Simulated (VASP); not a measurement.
Set up this calculation in VASP 6.6.1, as the native input.

```yaml
Task: relaxation of cell and atoms
Functional: PBE
Dispersion: D3(BJ)
Potentials_or_basis: VASP PAW PBE potentials, release 64 (Al, Cu)
Cutoff: 600 eV
k_mesh: 14 × 14 × 14
Occupations: gaussian, width 0.1 eV
Spin: no spin polarisation
Further_INCAR_settings: ALGO = Fast; EDIFF = 1e-07; IBRION = 2; EDIFFG = -0.005; NSW = 90; ISIF = 3
```

The structure of Al2Cu lies in POSCAR:

```
Al2Cu
1.0
   -2.0303375000      2.0303375000      2.8510940000
    2.0303375000     -2.0303375000      2.8510940000
    2.0303375000      2.0303375000     -2.8510940000
Al Cu
2 1
Direct
    0.7500000000      0.2500000000      0.5000000000
    0.2500000000      0.7500000000      0.5000000000
    0.5000000000      0.5000000000      0.0000000000
```

The cell comes from a database or a generator and needn't be the stable form of this composition.

These files were run (other wordings do the same):

INCAR

```
SYSTEM = Al2Cu
PREC     = Accurate       ! precision mode
ENCUT    = 600            ! plane-wave cutoff, eV
EDIFF    = 1E-7           ! SCF threshold, eV
ISMEAR   = 0              ! smearing method
SIGMA    = 0.1            ! smearing width, eV
LREAL    = .False.        ! projectors in reciprocal space
LASPH    = .True.         ! aspherical terms in the spheres
NELM     = 80             ! most SCF steps
ALGO     = Fast           ! electronic algorithm
ISIF     = 3              ! what is computed and relaxed
LWAVE    = .False.        ! write WAVECAR
LCHARG   = .False.        ! write CHGCAR
GGA      = PE             ! functional
IVDW     = 12             ! dispersion correction
IBRION   = 2              ! ionic algorithm
NSW      = 90             ! ionic steps
EDIFFG   = -0.005         ! ionic threshold
```

KPOINTS

```
Automatic mesh
0
Gamma
  14 14 14
  0 0 0
```

Potentials or basis: VASP PAW PBE potentials, release 64 (Al, Cu).

Run with:

```console
$ cat potpaw_PBE.64/Al/POTCAR potpaw_PBE.64/Cu/POTCAR > POTCAR
$ mpirun -np 1 vasp_std > vasp.out
```

Results of the run:

| Item | Value |
| --- | --- |
| Relaxed volume | 15.51 Å³/atom |
| Relaxed cell | a = 4.037 Å, b = 4.037 Å, c = 4.037 Å, α = 120.01°, β = 120.01°, γ = 89.98° |
| Space group after relaxing (to 0.05 Å) | Fm-3m (No. 225) |
| Energy gained by relaxing | 0.7 meV/atom |
| Ionic steps | 7 |
| Pressure after relaxing | 0.0 GPa |
| Band gap on the k mesh | none (metal or under the smearing width) |
| Dispersion energy per atom | -0.387 eV |

Caveat: pairwise dispersion overbinds metals, which lowers pressure and volume.

Run time: 3.9 min on 1 thread of Intel(R) Xeon(R) 6975P-C (Granite Rapids), with other jobs on the host, peak memory 0.35 GiB.
